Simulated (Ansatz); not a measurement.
# ZnO (zincite) (P6_3mc) in Ansatz: notebook

Runs on ZnO (zincite). Level: PBEsol. Tasks: single point.

Everything below comes from runs of Ansatz 0.2.0. Logs are shortened: lines on timing, memory, paths and dates and some standing lists are left out, and cuts for length are marked.

### Step 1. The crystal as given

Symmetry: P6_3mc, No. 186, hexagonal system. The conventional cell has a = 3.249 Å, b = 3.249 Å, c = 5.206 Å, α = 90.00°, β = 90.00°, γ = 120.00°. Zn (site symmetry 3m) has 4 O at 1.97 to 1.98 Å as nearest neighbours. O (site symmetry 3m) has 4 Zn at 1.97 to 1.98 Å as nearest neighbours.

### Step 2. Single point, PBEsol, 11.19 Å³/atom (volume scaled by 0.94)

Input file input.yaml:

```yaml
crystal:
  lattice:
    - [3.1829769797, 0.0, 0.0]
    - [-1.5914884899, 2.7565389241, 0.0]
    - [0.0, 0.0, 5.0994402224]
  atoms:
    - { symbol: Zn, position: [0.6666666667, 0.3333333333, 0.0] }
    - { symbol: Zn, position: [0.3333333333, 0.6666666667, 0.5] }
    - { symbol: O, position: [0.3333333333, 0.6666666667, 0.87901] }
    - { symbol: O, position: [0.6666666667, 0.3333333333, 0.37901] }
kpoints:
  mp_grid: { grid: [9, 9, 5] }
scf:
  occupations: { method: fermi_dirac, width: 0.05 }
hamiltonian:
  xc: pbesol
  pseudopotentials: { kind: all_electron, lapw: { basis_error: 0.001 } }
output:
  forces: true
  stress: true
  eigenvalues: true
```

Potentials or basis: all-electron LAPW, scalar-relativistic.

Command:

```
$ ansatz run input.yaml --threads 2 --pin off --max-ram 8192MiB --backend cpu --events-out ev --progress --plain --runs-dir out
```

Standard output:

```text
Warning: RAYON_NUM_THREADS=2 ignored (pool sized by the plan → 2); use --threads N
LAPW: plane waves up to 10.852 Å⁻¹, error target 1.0e-3 eV per atom; small_component_spin mean_spin; O in spheres of 0.866 Å, 8 of its electrons in bands, Dirac shells []; Zn in spheres of 1.067 Å, 20 of its electrons in bands, Dirac shells [] (how accurate: hamiltonian.pseudopotentials.lapw.basis_error, Limitations)
Engine: ansatz 0.2.0, x86_64-unknown-linux-gnu
Pseudopotentials: kind: all_electron
Pseudopotential: Zn, LAPW, valence charge 20, lapw/all_electron/scalar/gaussian/Zn, Koelling and Harmon's equation, gaussian nucleus
Pseudopotential: O, LAPW, valence charge 8, lapw/all_electron/scalar/gaussian/O, Koelling and Harmon's equation, gaussian nucleus
Functional definition: PBEsol
  exchange = pbesol_x
  correlation = pbesol_c
Crystal: 4 atoms, lattice volume = 44.742 Å³
Basis set: ecut = 448.6635058484445 eV, 977 PW (Γ), exchange–correlation at level 2
Bands: 34, of which v1, the nominal top of the filled ones, is band 28 counted from 1 (27 counted from 0)
Symmetry: 12 space group operations
Space group: P63mc (ITA 186), of the structure as read, at distance tolerance 3.6e-5 Å
k-points: 36 of 405 (time reversal used)
Non-local potential: Zn, projectors of the file, none
Non-local potential: O, projectors of the file, none
Initial density: superposition of atomic densities (chi_scale 0.1, normalization cell, long waves kept (reshape's long-wave potential 0.00 eV rms))
Initial wavefunctions: plane waves of lowest kinetic energy (no species holds an atomic orbital)
Functional: x = pbesol(κ = 0.804, μ = 0.12345679012345678), c = pbesol(β = 0.046)
iter 1 solved again at ethr=1.18e-2 eV; its pass at ethr=1.00e-1 eV (dr2=6.62e0 eV) is discarded
SCF iter   1: F=—  HF=-101757.086338 eV  |F-HF|=—  |Δ(HF+E_count)|=         —  Δρ=1.12e-1  dr2=6.62e0  ethr=1.18e-2  ⟨swp⟩=2.0  Hψ=7836  notcnv=0
preconditioner: auto → Resta (q_TF=auto, 2.832 Å⁻¹)  ε∞=6.3  [insulator: Δε(μ)=1.515 eV  Ē_g=14.457 eV  σ=0.050 eV  W_gap=1.00  n_scr=22 (ndim 8)  ℏωp=33.3 eV  f_vac=0.028  D(μ)=0.00/eV (n_scr^D=0)  ε∞_Penn≈6.3]
iter 2 solved again at ethr=3.33e-4 eV; its pass at ethr=1.18e-2 eV (dr2=1.86e-1 eV) is discarded
SCF iter   2: F=—  HF=-101754.340176 eV  |F-HF|=—  |Δ(HF+E_count)|=    2.75e0  Δρ=2.34e-2  dr2=1.85e-1  ethr=3.33e-4  ⟨swp⟩=2.0  Hψ=6395  notcnv=0
SCF iter   3: F=—  HF=-101754.211233 eV  |F-HF|=—  |Δ(HF+E_count)|=   1.29e-1  Δρ=2.56e-2  dr2=3.91e-1  ethr=3.31e-4  ⟨swp⟩=3.0  Hψ=3823  notcnv=0
SCF iter   4: F=—  HF=-101754.226366 eV  |F-HF|=—  |Δ(HF+E_count)|=         —  Δρ=9.22e-3  dr2=4.98e-2  ethr=3.31e-4  ⟨swp⟩=2.2  Hψ=3720  notcnv=0
the basis was enlarged: its passes take 371.3 KiB over the memory plan, 2 of 2 planned eigensolver slots
SCF iter   5: F=—  HF=-101754.133403 eV  |F-HF|=—  |Δ(HF+E_count)|=   9.30e-2  Δρ=3.40e-3  dr2=3.06e-3  ethr=8.90e-5  ⟨swp⟩=2.1  Hψ=3706  notcnv=0
SCF iter   6: F=—  HF=-101754.127171 eV  |F-HF|=—  |Δ(HF+E_count)|=   6.23e-3  Δρ=7.08e-4  dr2=2.82e-4  ethr=5.46e-6  ⟨swp⟩=3.0  Hψ=3808  notcnv=0
SCF iter   7: F=—  HF=-101754.127344 eV  |F-HF|=—  |Δ(HF+E_count)|=   1.73e-4  Δρ=1.44e-4  dr2=1.23e-5  ethr=5.03e-7  ⟨swp⟩=3.0  Hψ=3603  notcnv=0
SCF iter   8: F=—  HF=-101754.127353 eV  |F-HF|=—  |Δ(HF+E_count)|=   9.46e-6  Δρ=4.42e-5  dr2=1.09e-6  ethr=2.20e-8  ⟨swp⟩=3.0  Hψ=3830  notcnv=0
SCF iter   9: F=-101754.127353 eV  HF=-101754.127353 eV  |F-HF|=2.12e-9  |Δ(HF+E_count)|=   2.75e-7  Δρ=7.32e-6  dr2=2.55e-8  ethr=1.94e-9  ⟨swp⟩=2.5  Hψ=3544  notcnv=0
SCF 1 converged in 9 iterations: F = -101754.127353 eV  dr2 = 2.55e-8
SCF converged after 9 iterations
Free energy (F): -101754.127353 eV
Harris-Foulkes:  -101754.127353 eV  (|F-HF|=2.12e-9)
Internal energy: -101754.127350 eV  (E = F + TS)
E sigma→0 (E₀):  -101754.127352 eV
Entropy (-TS):   -0.000003 eV (-0.001 meV/atom)
Fermi energy:    10.427491 eV
--- Per-component energies (eV) ---
  E_band       = -3079.834577
  E_kinetic    = 103538.776661
  E_xc         = -4278.010841
  E_electrostatic = -201014.893170  (all electrons and nuclei)
  E_smearing   = -0.000003  (= −TS)
  E_closure    = 0.000000  (closes the sum)
  E_atoms      = -101734.703437  (free atoms, spherical and without spin; not in F)
  Σ components = -101754.127353   (vs F -101754.127353, Δ=0.00e0)
  Basis errors (estimates in eV, not in F): energy 4.4e-4 per atom: plane waves 4.0e-4 (2.4e-4 summed), levels above the bands 2.4e-101, relativity 7.3e-8, radial functions 3.6e-5, core shells 2.2e-9; eigenvalues (radial functions only) 3.7e-6; not estimated: angular momenta, meshes, grids; target (lapw.basis_error) 1.0e-3; muffin-tin radii O 0.866 Å, Zn 1.067 Å
--- Forces (eV/Å), atoms counted from 1 ---
  atom   1  Zn    -0.00000000    -0.00000000    -0.08413670
  atom   2  Zn     0.00000000     0.00000000    -0.08413670
  atom   3  O      0.00000000     0.00000000     0.08413251
  atom   4  O     -0.00000000    -0.00000000     0.08413251
  max |Σ_I F_I| component: 8.36e-6 eV/Å
--- Stress (GPa, compression-positive) ---
        7.662498       0.000000       0.000000
        0.000000       7.662498       0.000000
        0.000000       0.000000       9.666924
  P = ⅓ Tr σ = 8.3306 GPa (83.306 kbar)
--- Band table (eV; the first three rows and the last of 36) ---
  k-point 0: bands = ["-493.2735", "-493.2735", "-113.2031", "-113.2029", "-67.5603", "-67.5557", "-67.5540", "-67.5540", "-67.5532", "-67.5532", "-8.5435", "-7.6890", "3.8132", "3.9385", "3.9385", "3.9856", "4.1550", "4.1550", "5.3042", "5.3042", "5.5540", "5.5540", "5.8491", "9.0989", "9.0989", "9.8953", "9.9884", "9.9884", "10.7932", "15.3467", "18.3533", "23.0548", "23.0548", "24.3565"]
  k-point 1: bands = ["-493.2735", "-493.2735", "-113.2031", "-113.2029", "-67.5598", "-67.5562", "-67.5540", "-67.5540", "-67.5533", "-67.5533", "-8.4666", "-7.7754", "3.6955", "3.8935", "3.9491", "3.9491", "4.1232", "4.1232", "5.3371", "5.3371", "5.5406", "5.5406", "6.2755", "9.1771", "9.1851", "9.1851", "9.9052", "9.9052", "11.6470", "14.9999", "18.6586", "23.0372", "23.0563", "23.0563"]
  k-point 2: bands = ["-493.2735", "-493.2735", "-113.2030", "-113.2030", "-67.5587", "-67.5573", "-67.5538", "-67.5538", "-67.5535", "-67.5535", "-8.2606", "-7.9968", "3.6062", "3.7069", "3.9865", "3.9865", "4.0523", "4.0523", "5.4147", "5.4147", "5.4933", "5.4933", "7.1907", "8.2003", "9.4100", "9.4100", "9.6854", "9.6854", "12.9050", "14.1031", "19.5596", "21.0708", "23.1798", "23.1798"]
  k-point 35: bands = ["-493.2735", "-493.2735", "-113.2028", "-113.2028", "-67.5583", "-67.5583", "-67.5558", "-67.5554", "-67.5553", "-67.5553", "-7.5398", "-7.5398", "3.8507", "3.8507", "4.0179", "4.2152", "4.7669", "4.7669", "5.2834", "5.3303", "5.8696", "5.8696", "6.1648", "6.1648", "6.7788", "7.3993", "8.5662", "8.5662", "17.8511", "18.0275", "18.1613", "18.1613", "19.2947", "19.2947"]
```

Run time: 22 s. Hardware: 2 threads of AMD EPYC 7R13 (Zen 3), shared host; peak memory 0.44 GiB.

Results:

* Free energy: -101754.1274 eV
* Pressure: 8.3 GPa
* Largest force: 0.084 eV/Å
* Band gap on the k mesh: 0.80 eV, direct

### Step 3. Single point, PBEsol, 11.42 Å³/atom (volume scaled by 0.96)

input.yaml: that of step 2 with these lines changed.

```diff
@@ -2,5 +2,5 @@
   lattice:
-    - [3.1829769797, 0.0, 0.0]
-    - [-1.5914884899, 2.7565389241, 0.0]
-    - [0.0, 0.0, 5.0994402224]
+    - [3.2053930491, 0.0, 0.0]
+    - [-1.6026965246, 2.7759518096, 0.0]
+    - [0.0, 0.0, 5.1353529565]
   atoms:
```

Potentials or basis: all-electron LAPW, scalar-relativistic.

Command:

```
$ ansatz run input.yaml --threads 2 --pin off --max-ram 8192MiB --backend cpu --events-out ev --progress --plain --runs-dir out
```

Run time: 22 s. Hardware: 2 threads of AMD EPYC 7R13 (Zen 3), shared host; peak memory 0.47 GiB.

It converged, with:

| Property | Result |
| --- | --- |
| Free energy | -101754.1658 eV |
| Pressure | 4.7 GPa |
| Largest force | 0.076 eV/Å |
| Band gap on the k mesh | 0.77 eV, direct |

### Step 4. Single point, PBEsol, 11.66 Å³/atom (volume scaled by 0.98)

input.yaml: that of step 3 with these lines changed.

```diff
@@ -2,5 +2,5 @@
   lattice:
-    - [3.2053930491, 0.0, 0.0]
-    - [-1.6026965246, 2.7759518096, 0.0]
-    - [0.0, 0.0, 5.1353529565]
+    - [3.2274999067, 0.0, 0.0]
+    - [-1.6137499533, 2.7950969099, 0.0]
+    - [0.0, 0.0, 5.170770303]
   atoms:
```

Command:

```
$ ansatz run input.yaml --threads 2 --pin off --max-ram 8192MiB --backend cpu --events-out ev --progress --plain --runs-dir out
```

Wall time 23 s (2 threads of AMD EPYC 7R13 (Zen 3), shared host); peak memory 0.46 GiB.

The run converged. Its results:

| Item | Value |
| --- | --- |
| Free energy | -101754.1837 eV |
| Pressure | 1.4 GPa |
| Largest force | 0.069 eV/Å |
| Band gap on the k mesh | 0.75 eV, direct |

### Step 5. Single point, PBEsol, 11.90 Å³/atom

input.yaml: that of step 4 with these lines changed.

```diff
@@ -2,5 +2,5 @@
   lattice:
-    - [3.2274999067, 0.0, 0.0]
-    - [-1.6137499533, 2.7950969099, 0.0]
-    - [0.0, 0.0, 5.170770303]
+    - [3.249308, 0.0, 0.0]
+    - [-1.624654, 2.8139832727, 0.0]
+    - [0.0, 0.0, 5.205709]
   atoms:
```

Command:

```
$ ansatz run input.yaml --threads 2 --pin off --max-ram 8192MiB --backend cpu --events-out ev --progress --plain --runs-dir out
```

Wall time 23 s (2 threads of AMD EPYC 7R13 (Zen 3), shared host); peak memory 0.47 GiB.

It converged, with:

* Free energy: -101754.1832 eV
* Pressure: -1.5 GPa
* Largest force: 0.062 eV/Å
* Band gap on the k mesh: 0.72 eV, direct

### Step 6. Single point, PBEsol, 12.14 Å³/atom (volume scaled by 1.02)

input.yaml: that of step 5 with these lines changed.

```diff
@@ -2,5 +2,5 @@
   lattice:
-    - [3.249308, 0.0, 0.0]
-    - [-1.624654, 2.8139832727, 0.0]
-    - [0.0, 0.0, 5.205709]
+    - [3.2708272232, 0.0, 0.0]
+    - [-1.6354136116, 2.8326194666, 0.0]
+    - [0.0, 0.0, 5.2401848988]
   atoms:
```

Potentials or basis: all-electron LAPW, scalar-relativistic.

Command:

```
$ ansatz run input.yaml --threads 2 --pin off --max-ram 8192MiB --backend cpu --events-out ev --progress --plain --runs-dir out
```

Wall time 21 s (2 threads of AMD EPYC 7R13 (Zen 3), shared host); peak memory 0.46 GiB.

The run converged. Its results:

| Property | Result |
| --- | --- |
| Free energy | -101754.1662 eV |
| Pressure | -4.1 GPa |
| Largest force | 0.055 eV/Å |
| Band gap on the k mesh | 0.69 eV, direct |

### Step 7. Single point, PBEsol, 12.38 Å³/atom (volume scaled by 1.04)

input.yaml: that of step 6 with these lines changed.

```diff
@@ -2,5 +2,5 @@
   lattice:
-    - [3.2708272232, 0.0, 0.0]
-    - [-1.6354136116, 2.8326194666, 0.0]
-    - [0.0, 0.0, 5.2401848988]
+    - [3.2920669561, 0.0, 0.0]
+    - [-1.6460334781, 2.8510136149, 0.0]
+    - [0.0, 0.0, 5.2742130269]
   atoms:
```

Command:

```
$ ansatz run input.yaml --threads 2 --pin off --max-ram 8192MiB --backend cpu --events-out ev --progress --plain --runs-dir out
```

Wall time 21 s (2 threads of AMD EPYC 7R13 (Zen 3), shared host); peak memory 0.46 GiB.

It converged, with:

- Free energy: -101754.1344 eV
- Pressure: -6.5 GPa
- Largest force: 0.049 eV/Å
- Band gap on the k mesh: 0.66 eV, direct

### Step 8. Single point, PBEsol, 12.61 Å³/atom (volume scaled by 1.06)

input.yaml: that of step 7 with these lines changed.

```diff
@@ -2,5 +2,5 @@
   lattice:
-    - [3.2920669561, 0.0, 0.0]
-    - [-1.6460334781, 2.8510136149, 0.0]
-    - [0.0, 0.0, 5.2742130269]
+    - [3.3130361008, 0.0, 0.0]
+    - [-1.6565180504, 2.8691734269, 0.0]
+    - [0.0, 0.0, 5.3078076462]
   atoms:
```

Command:

```
$ ansatz run input.yaml --threads 2 --pin off --max-ram 8192MiB --backend cpu --events-out ev --progress --plain --runs-dir out
```

Wall time 19 s (2 threads of AMD EPYC 7R13 (Zen 3), shared host); peak memory 0.47 GiB.

The run converged. Its results:

* Free energy: -101754.0895 eV
* Pressure: -8.6 GPa
* Largest force: 0.043 eV/Å
* Band gap on the k mesh: 0.63 eV, direct
